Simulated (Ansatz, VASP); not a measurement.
## Two plane-wave programs on KF

Contents of INCAR:

```
ALGO = Normal
EDIFF = 1E-6
ENCUT = 520
GGA = CA
ISIF = 2
ISMEAR = 0
LASPH = T
LCHARG = F
LREAL = F
LWAVE = F
NBANDS = 15
NELM = 60
PREC = Accurate
SIGMA = 0.05
```

The input KPOINTS:

```
k-points
0
Gamma
  8 8 8
```

Contents of POSCAR:

```
KF
1.0
    0.0000000000      2.5817196783      2.8721631421
    2.7624400558      0.0000000000      2.8721631421
    2.7624400558      2.5817196783      0.0000000000
K F
1 1
Direct
    0.0000000000      0.0000000000      0.0000000000
    0.5000000000      0.5000000000      0.5000000000
```

Input for Ansatz:

```yaml
crystal:
  lattice:
    - [0.0, 2.5817196783, 2.8721631421]
    - [2.7624400558, 0.0, 2.8721631421]
    - [2.7624400558, 2.5817196783, 0.0]
  atoms:
    - { symbol: K, position: [0.0, 0.0, 0.0] }
    - { symbol: F, position: [0.5, 0.5, 0.5] }
basis:
  ecutwfc: 520.0
kpoints:
  mp_grid: { grid: [8, 8, 8] }
hamiltonian:
  xc: lda
scf:
  occupations: { method: gaussian, width: 0.05 }
output:
  forces: true
  stress: true
  eigenvalues: true
```

Change from the starting cell: normal strain along x +0.0700, normal strain along z +0.1125.

Alike in both runs: task single point; functional LDA; k mesh 8 × 8 × 8; occupations gaussian, width 0.05 eV; no spin polarisation.

|  | VASP | Ansatz |
| --- | --- | --- |
| version | VASP 6.6.1 | Ansatz 0.2.0 |
| potentials or method | VASP PAW LDA potentials, release 64 (K_sv, F) | scalar-relativistic, plane waves, PAW |
| plane-wave cutoff (eV) | 520 | 520 |
| valence electrons in the cell | 16 | 16 |

```tsv
	VASP	Ansatz	Ansatz less VASP
gap on the k mesh at the Fermi level (eV)	5.34	5.35	+0.016
least direct gap on the mesh (eV)	5.34	5.35	+0.016
pressure (GPa)	-4.3	-4.3	-0.06
largest component of the traceless stress (GPa)	1.93	1.80	-0.134
```

A k mesh can miss the band edges.
